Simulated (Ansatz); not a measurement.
# Honeycomb InSb monolayer in a perpendicular field, part 2 of 2

What dipole does a perpendicular field induce in the honeycomb InSb monolayer, and does the gap follow? A positive field points along +c.

Ansatz 0.2.0; plane-wave DFT, PBE-D3(BJ), Ansatz PAW (set soft_1); PAW set soft_1.

So far. Step 2 (Relaxing the slab): The lattice constant a goes from 4.650 to 4.647 Å.

## (3) Single point, field 0

A sawtooth potential applies the field, turning back in the middle of the vacuum. With the dipole correction the typed value is the field outside the slab. The induced dipole is small, so the SCF threshold is tight.

The cell differs from the one that the last finished run ended in (c 32.550 → 18.774 Å).

Input file input.yaml:

```yaml
crystal:
  lattice:
    - [4.6467955713, 0.0, 0.0]
    - [-2.3233977856, 4.0242430109, 0.0]
    - [0.0, 0.0, 18.7742429354]
  atoms:
    - { symbol: Sb, position: [0.6666666667, 0.3333333333, 0.4793801823] }
    - { symbol: In, position: [0.3333333333, 0.6666666667, 0.5206198177] }
kpoints:
  mp_grid: { grid: [12, 12, 1] }
  band_path:
    path: [[0, 0, 0], [0.5, 0, 0], [0.33333333, 0.33333333, 0], [0, 0, 0]]
    npoints: 16
hamiltonian:
  xc: pbe
  dispersion: d3bj
  pseudopotentials: { kind: paw, azcp: { folder: soft_1 } }
scf:
  occupations: { method: fermi_dirac, width: 0.02585 }
  convergence: { dr2_threshold: 1.0e-10 }
efield:
  axis: 3
  dipole_correction: true
  ramp_position: 0.97
  ramp_width: 0.06
  amplitude: 0
output:
  dos: { projected: true, e_range: [-6, 5] }
  write_potential: true
  write_density: true
  volumetric_format: npy
  elf: true
```

Command:

```bash
$ ansatz run input.yaml --threads 2 --pin off --max-ram 3072MiB --backend cpu --events-out ev --progress --plain --runs-dir out
```

Numbers of over 12 decimals in the logs are rounded to 6 here.

Log:

```text
[...]
Crystal: 2 atoms, lattice volume = 351.075 Å³
Basis set: ecut = 420 eV, 6849 PW (Γ)
Bands: 18, of which v1, the nominal top of the filled ones, is band 14 counted from 1 (13 counted from 0)
Symmetry: 6 space group operations
[...]
k-points: 19 of 144 (time reversal used)
[...]
SCF iter   1: F=—  HF=-12082.474889 eV  |F-HF|=—  |Δ(HF+E_count)|=         —  Δρ=1.03e-2  dr2=8.90e-1  ethr=3.10e-3  p=-0.000 e·Å  D=-8.33e-8 V/Å  ΔV_dip=0.00 eV  dr2_dipole=4.59e-2  V_vac-E_F(+/−)=5.39/5.39 eV  ⟨swp⟩=7.7  Hψ=2155  notcnv=0
efield: sawtooth ramp at fractional position 0.9700 (set: `efield.ramp_position`, or a place that a band, a saddle search or an elastic batch's reference lends), width 0.0600; the density the first Hamiltonian is built on has a dipole p = -0.000 e·Å; the dipole correction subtracts the counter field D = -8.33e-8 V/Å, which shifts the + side's vacuum level by +0.00 eV against the − side's; the planar-averaged density in the ramp window peaks in size at 3.3e-7 e/Å³
[...]
SCF iter   2: F=—  HF=-12082.352507 eV  |F-HF|=—  |Δ(HF+E_count)|=   1.22e-1  Δρ=5.98e-3  dr2=4.53e-1  ethr=3.10e-3  p=0.160 e·Å  D=8.27e-2 V/Å  ΔV_dip=-1.55 eV  dr2_dipole=7.29e-2  V_vac-E_F(+/−)=3.89/5.44 eV  ⟨swp⟩=4.1  Hψ=817  notcnv=0
[...]
SCF iter  10: F=-12082.268516 eV  HF=-12082.268516 eV  |F-HF|=5.09e-11  |Δ(HF+E_count)|=   1.94e-9  Δρ=1.19e-7  dr2=4.32e-11  ethr=1.00e-12  p=0.073 e·Å  D=3.74e-2 V/Å  ΔV_dip=-0.70 eV  dr2_dipole=3.53e-13  V_vac-E_F(+/−)=4.03/4.73 eV  ⟨swp⟩=5.3  Hψ=1260  notcnv=0
SCF 1 converged in 10 iterations: F = -12082.268516 eV  dr2 = 4.32e-11
[...]
NSCF: frozen V_eff on 49 k-points
efield: sawtooth ramp at fractional position 0.9700 (kept from the solve that this one continues, or follows in the run), width 0.0600; the density the first Hamiltonian is built on has a dipole p = 0.073 e·Å; the dipole correction subtracts the counter field D = 3.74e-2 V/Å, which shifts the + side's vacuum level by -0.70 eV against the − side's; the planar-averaged density in the ramp window peaks in size at 3.4e-7 e/Å³
WARN: The output density's exchange-correlation potential varies sharply where the density is thin. Do not read a vacuum level from v_tot or v_xc, or from such a field of the output density. On a cell that repeats whose density bears no net charge and no dipole along the vacuum's axis use v_es (v_loc + v_h of the components); under efield.dipole_correction with no amplitude use v_es + v_field, which holds any externa [...]
SCF converged after 10 iterations
Free energy (F): -12082.268516 eV
[...]
Internal energy: -12082.268516 eV  (E = F + TS)
E sigma→0 (E₀):  -12082.268516 eV
Fermi energy:    -2.094207 eV
Dipole field:    D = 0.037381 V/Å  (p = 0.072524 e·Å, saw-weighted, corrected)
Work function:   Φ+ = 4.0300 eV   Φ− = 4.7318 eV
Levels:          The Fermi level and band energies are counted from a zero that moves with the ramp; work functions are not
[...]
--- Band table (eV; the first three rows and the last of 19) ---
  k-point 0: bands = [... 10 lower, -11.7865, -4.8016, -2.4842, -2.4842, -1.7244, 0.3440, 1.6429, 1.6429]
  k-point 1: bands = [... 10 lower, -11.7351, -4.8770, -3.0748, -2.5939, -1.1066, 0.3875, 1.5269, 1.8477]
  k-point 2: bands = [... 10 lower, -11.5850, -5.2456, -3.5645, -2.8571, -0.5648, 0.4436, 1.5822, 2.2879]
  k-point 18: bands = [... 10 lower, -10.4899, -7.5474, -4.8547, -2.5671, -1.1871, 2.0139, 2.7318, 3.2219]
```

The job ended after 14 s (2 threads of Arm Neoverse V1, shared host; peak memory 0.53 GiB).

This step gave:

* dipole along the normal: 0.07252 e·Å
* gap along the path: 0.7598 eV
* smallest direct gap along the path: 0.7598 eV
* step between the vacuum levels: -0.7018 eV
* ionisation energy, upper face: 4.420 eV
* electron affinity, upper face: 3.660 eV
* ionisation energy, lower face: 5.122 eV
* gap, the smaller of path and mesh: 0.7598 eV

Running mean over a fixed 2.8 Å (it still follows the layers) of the planar mean; the ramp of the sawtooth is left out. Electron's electrostatic potential energy less the Fermi level against z:

z (Å), electron's electrostatic potential energy less the Fermi level (eV) and a bar from the least value:
```
      3.0       4.73 ##############################
      3.5       4.73 ##############################
      4.0       4.73 ##############################
      4.5       4.73 ##############################
      5.0       4.73 ##############################
      5.5       4.71 ##############################
      6.0       4.65 ##############################
      6.5       4.43 #############################
      7.0       3.66 ###########################
      7.5       1.99 #####################
      8.0      -0.42 #############
      8.5      -2.76 ######
      9.0      -4.20 #
      9.5      -4.55 
     10.0      -3.68 ###
     10.5      -1.81 #########
     11.0       0.58 #################
     11.5       2.49 #######################
     12.0       3.55 ##########################
     12.5       3.89 ###########################
     13.0       3.99 ############################
     13.5       4.02 ############################
     14.0       4.03 ############################
     14.5       4.03 ############################
     15.0       4.03 ############################
     15.5       4.03 ############################
```

The density of states has structure finer than the step of the table below, so its rows give means over 0.25 eV, whole bins alone (the curve runs from -6 to 2.35 eV). Peaks (eV: height): -5.390: 4.12, -5.310: 3.99, -1.480: 7.39, -0.870: 3.20, 1.000: 6.46, 1.580: 2.72, 1.770: 2.87.

Table of density of states by energy, zero at the Fermi level of the run, which the smearing sets inside the gap; means over each step:

| energy (eV) | density of states (states/eV a cell) |
| --- | --- |
| -5.75 | 0 |
| -5.50 | 0.582 |
| -5.25 | 2.27 |
| -5.00 | 1.03 |
| -4.75 | 0.746 |
| -4.50 | 0.607 |
| -4.25 | 0.519 |
| -4.00 | 0.443 |
| -3.75 | 0.408 |
| -3.50 | 0.379 |
| -3.25 | 0.351 |
| -3.00 | 0.416 |
| -2.75 | 0.586 |
| -2.50 | 0.724 |
| -2.25 | 0.842 |
| -2.00 | 0.946 |
| -1.75 | 1.36 |
| -1.50 | 3.01 |
| -1.25 | 2.52 |
| -1.00 | 2.93 |
| -0.75 | 2.27 |
| -0.50 | 0.990 |
| -0.25 | 0 |
| 0.00 | 0 |
| 0.25 | 8.6e-5 |
| 0.50 | 0.0284 |
| 0.75 | 0.0831 |
| 1.00 | 2.63 |
| 1.25 | 1.90 |
| 1.50 | 2.08 |
| 1.75 | 1.32 |
| 2.00 | 0.383 |

Projected DOS per atom over height of the atomic layer and energy from the Fermi level. Layers: Sb In from below.

Ten even steps from '_' (0.00 states/eV) to '@' (1.94 states/eV), each cell a mean:
```
..--
::::
====
==##
____
____
____
--__
@@--
%%==
##==
::..
::..
....
__..
__..
....
....
....
::--
::==
____
```
Columns: height of the atomic layer (Å) from 9 to 9.77; rows upwards: energy from the Fermi level (eV) from -5.96 to 2.32.

The electronic bands at the labelled points (eV, zero at the Fermi level of the run, which the smearing sets inside the gap):

| point | band 12 | band 13 | band 14 | band 15 | band 16 | band 17 | band 18 |
| --- | --- | --- | --- | --- | --- | --- | --- |
| Γ | -2.71 | -0.39 | -0.39 | 0.37 | 2.44 | 3.74 | 3.74 |
| halfway | -3.85 | -1.50 | -1.06 | 1.55 | 2.44 | 4.06 | 4.71 |
| M | -5.36 | -1.55 | -0.92 | 0.90 | 1.95 | 4.85 | 5.66 |
| halfway | -5.38 | -2.29 | -0.68 | 0.99 | 3.04 | 4.58 | 5.34 |
| K | -5.45 | -2.76 | -0.47 | 0.91 | 4.11 | 4.83 | 5.32 |
| halfway | -4.14 | -1.55 | -1.36 | 1.79 | 3.02 | 3.62 | 4.64 |
| Γ | -2.71 | -0.39 | -0.39 | 0.37 | 2.44 | 3.74 | 3.74 |

The electronic bands as a text plot (rows in eV, shown from -5.5 to 3.7 only):

```
    3.5 |+++++++                                +++ +++++++++++++
    3.2 |                          ++              +++
    2.8 |                         +                   ++++
    2.4 |+++++++++++++++        ++                        +++++++
    2.0 |               ++++++++                      +
    1.6 |      ++++++                            +++++ +++++
    1.2 |   +++      +++++                   ++++           +
    0.9 |  +              +++++++++++++++++++                ++
    0.5 |++                                                    ++
    0.1 |
   -0.3 |***                             *                     **
   -0.7 | *******              ********** ******          ******
   -1.0 |   *    ****   *******                 ****   ***  ***
   -1.4 |    ******************                     ********
   -1.8 |                      ***               ***
   -2.2 |                         **           **
   -2.6 |***                        ***********              ****
   -3.0 |   ****                                          ***
   -3.3 |       *                                      ***
   -3.7 |        ***                                  *
   -4.1 |           *                               **
   -4.5 |            ***                           *
   -4.9 |               *                       ***
   -5.3 |                ***********************
         Γ                   M           K                      Γ
```

Valence density in the ca plane at fractional y = 0.333, with atoms of Sb within 0.2 Å of it. It is the smooth field of the valence electrons, not physical close to the nuclei.

Ten steps, logarithmic in the rise over the least value, from '0' (0 e/Å³) to '9' (12 e/Å³), each cell a mean:
```
00000000000000000011222210000000000000000000
00000000000000000013564210000000000000000000
00000000000000000125897310000000000000000000
00000000000000000125998410000000000000000000
00000000000000000023675310000000000000000000
00000000000000000012232210000000000000000000
00000000000000000001111110000000000000000000
00000000000000000000011110000000000000000000
00000000000000000000011110000000000000000000
00000000000000000000111110000000000000000000
```
Columns run along c (18.8 Å), rows up along a (4.6 Å). Atoms in or near the plane, at fractional coordinates: Sb at (0.48, 0.67).

ELF in the ca plane at fractional y = 0.333, with atoms of Sb within 0.2 Å of it. It is the smooth field of the valence electrons, not physical close to the nuclei.

Values, 6 rows by 16 columns, each cell a mean:
```
0.00 0.00 0.00 0.00 0.01 0.19 0.60 0.51 0.53 0.35 0.06 0.00 0.00 0.00 0.00 0.00
0.00 0.00 0.00 0.00 0.03 0.37 0.71 0.18 0.34 0.41 0.10 0.01 0.00 0.00 0.00 0.00
0.00 0.00 0.00 0.00 0.03 0.34 0.71 0.25 0.38 0.40 0.09 0.01 0.00 0.00 0.00 0.00
0.00 0.00 0.00 0.00 0.01 0.13 0.51 0.54 0.53 0.32 0.06 0.00 0.00 0.00 0.00 0.00
0.00 0.00 0.00 0.00 0.00 0.01 0.07 0.24 0.33 0.25 0.04 0.00 0.00 0.00 0.00 0.00
0.00 0.00 0.00 0.00 0.00 0.02 0.14 0.32 0.37 0.26 0.04 0.00 0.00 0.00 0.00 0.00
```
Columns run along c (18.8 Å), rows up along a (4.6 Å). Atoms in or near the plane, at fractional coordinates: Sb at (0.48, 0.67).

Electrostatic potential energy in the ca plane at fractional y = 0.333, with atoms of Sb within 0.2 Å of it. With pseudopotentials it is smooth inside the atoms' cores, unlike the true potential.

Ten even steps from '0' (-26 eV) to '9' (3 eV), each cell a mean:
```
99999999999999999998667899999999999999999999
99999999999999999984101689999999999999999999
99999999999999999970000289999999999999999999
99999999999999999960000279999999999999999999
99999999999999999983000589999999999999999999
99999999999999999997546899999999999999999999
99999999999999999999888899999999999999999999
99999999999999999999988889999999999999999999
99999999999999999999988889999999999999999999
99999999999999999999988899999999999999999999
```
Columns run along c (18.8 Å; values clipped at the 3rd and 97th percentile), rows up along a (4.6 Å). Atoms in or near the plane, at fractional coordinates: Sb at (0.48, 0.67).

The gap is 0.76 eV, with the valence edge 4.42 eV and the conduction edge 3.66 eV under the upper vacuum level. Spin-orbit coupling, left out in this run, matters for the bands of elements this heavy.

## (4) Single point, field 0.1 V/Å

input.yaml: that of step 3 with these lines changed.

```diff
@@ -23,7 +23,6 @@
   dipole_correction: true
-  ramp_position: 0.97
-  ramp_width: 0.06
-  amplitude: 0
+  ramp_position: 0.9531
+  ramp_width: 0.0953
+  amplitude: 0.1
 output:
-  dos: { projected: true, e_range: [-6, 5] }
   write_potential: true
@@ -31,2 +30 @@
   volumetric_format: npy
-  elf: true
```

Log:

```text
[...]
Crystal: 2 atoms, lattice volume = 351.075 Å³
Basis set: ecut = 420 eV, 6849 PW (Γ)
Bands: 18, of which v1, the nominal top of the filled ones, is band 14 counted from 1 (13 counted from 0)
Symmetry: 6 space group operations
[...]
k-points: 19 of 144 (time reversal used)
[...]
--- Band table (eV; the first three rows and the last of 19) ---
  k-point 0: bands = [... 10 lower, -11.7879, -4.7978, -2.4862, -2.4862, -1.7337, 0.3915, 1.6424, 1.6424]
  k-point 1: bands = [... 10 lower, -11.7365, -4.8733, -3.0787, -2.5959, -1.1140, 0.4343, 1.5240, 1.8472]
  k-point 2: bands = [... 10 lower, -11.5863, -5.2434, -3.5674, -2.8591, -0.5697, 0.4808, 1.5849, 2.2912]
  k-point 18: bands = [... 10 lower, -10.4910, -7.5484, -4.8566, -2.5722, -1.1764, 2.0251, 2.7299, 3.2450]
[key lines of the parts left out:]
SCF converged after 10 iterations
Free energy (F): -12082.277645 eV
Fermi energy:    -2.099960 eV
Dipole field:    D = 0.056731 V/Å  (p = 0.110067 e·Å, saw-weighted, corrected)
```

The job ended after 14 s (2 threads; peak memory 0.51 GiB; 27 s of CPU time).

The dipole is 0.110 e·Å, 0.0375 e·Å from its value without field, and the gap 0.753 eV.

## (5) Atoms held, field -0.1 V/Å

input.yaml: that of step 4 with these lines changed.

```diff
@@ -25,3 +25,3 @@
   ramp_width: 0.0953
-  amplitude: 0.1
+  amplitude: -0.1
 output:
```

Log:

```text
[...]
Crystal: 2 atoms, lattice volume = 351.075 Å³
Basis set: ecut = 420 eV, 6849 PW (Γ)
Bands: 18, of which v1, the nominal top of the filled ones, is band 14 counted from 1 (13 counted from 0)
Symmetry: 6 space group operations
[...]
k-points: 19 of 144 (time reversal used)
[...]
--- Band table (eV; the first three rows and the last of 19) ---
  k-point 0: bands = [... 10 lower, -11.7860, -4.8064, -2.4829, -2.4829, -1.7160, 0.2832, 1.6428, 1.6428]
  k-point 1: bands = [... 10 lower, -11.7346, -4.8815, -3.0719, -2.5927, -1.1002, 0.3285, 1.5235, 1.8095]
  k-point 2: bands = [... 10 lower, -11.5845, -5.2485, -3.5626, -2.8560, -0.5611, 0.3981, 1.5563, 1.9975]
  k-point 18: bands = [... 10 lower, -10.4897, -7.5470, -4.8536, -2.5629, -1.1987, 1.9986, 2.7321, 3.1870]
[key lines of the parts left out:]
SCF converged after 10 iterations
Free energy (F): -12082.263142 eV
Fermi energy:    -2.089358 eV
Dipole field:    D = 0.018000 V/Å  (p = 0.034924 e·Å, saw-weighted, corrected)
```

Run time: 16 s. Hardware: 2 threads; peak memory 0.5 GiB; 31 s of CPU time.

The dipole is 0.0349 e·Å, -0.0376 e·Å from its value without field, and the gap 0.767 eV.

## (6) Response, atoms held

This step: plane-wave DFT, PBE-D3(BJ), Ansatz PAW (set soft_1); response to a field along the normal, atoms held; PAW set soft_1 (Ansatz 0.2.0).

The dipoles give the slope, and the difference of two potentials shows where the field is screened.

Numbers from this step:

```yaml
equivalent_conductor_thickness_p_eps_0ae: 3.636 Å
distance_between_the_outer_atoms: 0.7742 Å
```

Dipole of the cell against applied field:

| applied field (V/Å) | dipole of the cell (e·Å) |
| --- | --- |
| -0.1000 | 0.0349 |
| 0.0000 | 0.0725 |
| 0.1000 | 0.110 |

Local field over the applied field, running mean. From the potentials at -0.1 and 0.1 V/Å; running mean over 2.5 Å. Table of local field over applied field by z:

| z (Å) | local field over applied field |
| --- | --- |
| 4.11 | 0.998 |
| 4.40 | 0.997 |
| 4.69 | 0.994 |
| 4.99 | 0.990 |
| 5.28 | 0.982 |
| 5.57 | 0.968 |
| 5.87 | 0.945 |
| 6.16 | 0.909 |
| 6.45 | 0.856 |
| 6.75 | 0.782 |
| 6.89 | 0.737 |
| 7.19 | 0.639 |
| 7.48 | 0.535 |
| 7.77 | 0.431 |
| 8.07 | 0.334 |
| 8.36 | 0.244 |
| 8.65 | 0.165 |
| 8.95 | 0.103 |
| 9.24 | 0.0684 |
| 9.53 | 0.0689 |
| 9.83 | 0.103 |
| 10.12 | 0.162 |
| 10.41 | 0.239 |
| 10.71 | 0.330 |
| 11.00 | 0.430 |
| 11.29 | 0.538 |
| 11.59 | 0.647 |
| 11.88 | 0.746 |
| 12.03 | 0.790 |
| 12.32 | 0.861 |
| 12.61 | 0.912 |
| 12.91 | 0.946 |
| 13.20 | 0.968 |
| 13.49 | 0.981 |
| 13.79 | 0.989 |
| 14.08 | 0.994 |
| 14.37 | 0.997 |
| 14.67 | 0.998 |

Electrons, planar mean, per unit field. Table of induced electron density by z:

| z (Å) | induced electron density (e/Å³ per V/Å) |
| --- | --- |
| 4.11 | 7.0e-6 |
| 4.40 | 1.3e-5 |
| 4.84 | 3.5e-5 |
| 5.13 | 6.5e-5 |
| 5.57 | 1.6e-4 |
| 5.87 | 2.8e-4 |
| 6.31 | 6.1e-4 |
| 6.60 | 1.0e-3 |
| 7.04 | 0.00193 |
| 7.33 | 0.00273 |
| 7.77 | 0.00350 |
| 8.07 | 0.00297 |
| 8.51 | 8.5e-4 |
| 8.80 | 2.0e-4 |
| 9.24 | 6.8e-5 |
| 9.53 | 3.7e-4 |
| 9.97 | 2.2e-5 |
| 10.27 | -0.00139 |
| 10.71 | -0.00342 |
| 11.00 | -0.00355 |
| 11.44 | -0.00257 |
| 11.73 | -0.00179 |
| 12.17 | -9.4e-4 |
| 12.47 | -5.8e-4 |
| 12.91 | -2.7e-4 |
| 13.20 | -1.6e-4 |
| 13.64 | -7.0e-5 |
| 13.93 | -3.9e-5 |
| 14.37 | -1.6e-5 |
| 14.67 | -8.6e-6 |

The smaller of the gaps on the path and on the k-mesh, counted as 0 under 0.03 eV. Gap against applied field:

| applied field (V/Å) | gap (eV) |
| --- | --- |
| -0.1000 | 0.767 |
| 0.0000 | 0.760 |
| 0.1000 | 0.752 |

By hand: between -0.1 and 0.1 V/Å the dipole changes by 0.07514 e·Å, a slope of 0.3757 e·Å²/V. A perfect conductor of thickness t has p = ε₀AEt, so t = 180.95 × 0.3757 / 18.700 = 3.64 Å (e/ε₀ = 180.95 V·Å, A in Å²).

The induced dipole is that of a conductor 3.64 Å thick.

## (7) Results

```yaml
gap_without_field: 0.760 eV
ionisation_energy_upper_face: 4.42 eV
electron_affinity_upper_face: 3.66 eV
step_between_the_vacuum_levels: -0.702 eV
equivalent_conductor_thickness_atoms_held: 3.64 Å
```

**Reading.** The induced dipole equals that of a perfect conductor 3.64 Å thick, while the outer atoms lie 0.77 Å apart; an out-of-plane ε follows only once a thickness t is chosen, by 1 − 1/ε = 3.64 Å / t. The two faces differ: the vacuum level above lies 0.70 eV lower than the one below. The gap stays within 0.01 eV of 0.76 eV over the fields run, up to 0.1 V/Å in size. Semilocal functionals give gaps that are too small, and excitons are not included. Spin-orbit coupling is left out, which matters for the bands of elements this heavy.

[Logs are printed without paths, hosts, clocks, repeated set-up lines and the standing remarks that a program may print on its own settings, such as how far it seeks lower states.]

[Hosts, paths, dates, database ids (printed as entryN), source tags and the programs' standing remarks are cut or masked in the printed files.]

[Maps of the electrostatic potential energy from Ansatz leave out the sawtooth potential of an applied field or a dipole correction, so their vacuum need not be flat; planar profiles and work functions include it.]

[The density of states shown here was stored with 400 of the rows of the run's finer table, so its peaks can read low, often by over a quarter, or be missed, and its means over a window can be off by a tenth or more.]
